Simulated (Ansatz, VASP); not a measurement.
## One calculation of InSb, two programs

Contents of INCAR:

```
PREC = Accurate
ENCUT = 520
EDIFF = 1E-8
ISMEAR = -1
SIGMA = 0.05
LREAL = False
LASPH = True
NELM = 60
ALGO = Normal
ISIF = 2
LWAVE = False
LCHARG = False
GGA = PE
LEFG = True
NBANDS = 16
```

KPOINTS

```
Automatic mesh
0
Gamma
  4 4 4
```

The input POSCAR:

```
InSb
1.0
    0.0000000000      3.2391000000      3.2391000000
    3.2391000000      0.0000000000      3.2391000000
    3.2391000000      3.2391000000      0.0000000000
In Sb
1 1
Direct
    0.0000000000      0.0000000000      0.0000000000
    0.7500000000      0.7500000000      0.7500000000
```

Input for Ansatz:

```yaml
crystal:
  lattice:
    - [0.0, 3.2391, 3.2391]
    - [3.2391, 0.0, 3.2391]
    - [3.2391, 3.2391, 0.0]
  atoms:
    - { symbol: In, position: [0.0, 0.0, 0.0] }
    - { symbol: Sb, position: [0.75, 0.75, 0.75] }
kpoints:
  mp_grid: { grid: [4, 4, 4] }
scf:
  occupations: { method: fermi_dirac, width: 0.05 }
hamiltonian:
  xc: pbe
  pseudopotentials: { kind: paw }
output:
  forces: true
  stress: true
  eigenvalues: true
  efg: { contact_densities: true }
```

Alike in both runs: task electric field gradients; functional PBE; k mesh 4 × 4 × 4; occupations fermi-dirac, width 0.05 eV; no spin polarisation.

|  | VASP | Ansatz |
| --- | --- | --- |
| version | VASP 6.6.1 | Ansatz 0.2.0 |
| potentials or method | VASP PAW PBE potentials, release 64 (In_d, Sb) | PAW with Ansatz's default frozen-core files, scalar-relativistic |
| plane-wave cutoff (eV) | 520 | 420 |
| valence electrons in the cell | 18 | 28 |

```tsv
	VASP	Ansatz	Ansatz less VASP
pressure (GPa)	3.7	3.7	+0.02
Vzz of the field gradient on the site that differs most (V/Å²)	0.0	0.0	0.00
```

The functional is the same, so the differences come from potentials, cutoffs and numerics. The two sets of potentials don't hold the same shells in valence. Ansatz warned: «gradients_without_spin_orbit».

Caveats: the k mesh is coarse (spacing up to 0.42 Å⁻¹), so the values aren't converged. Spin-orbit coupling is left out, which matters for the levels of Sb.
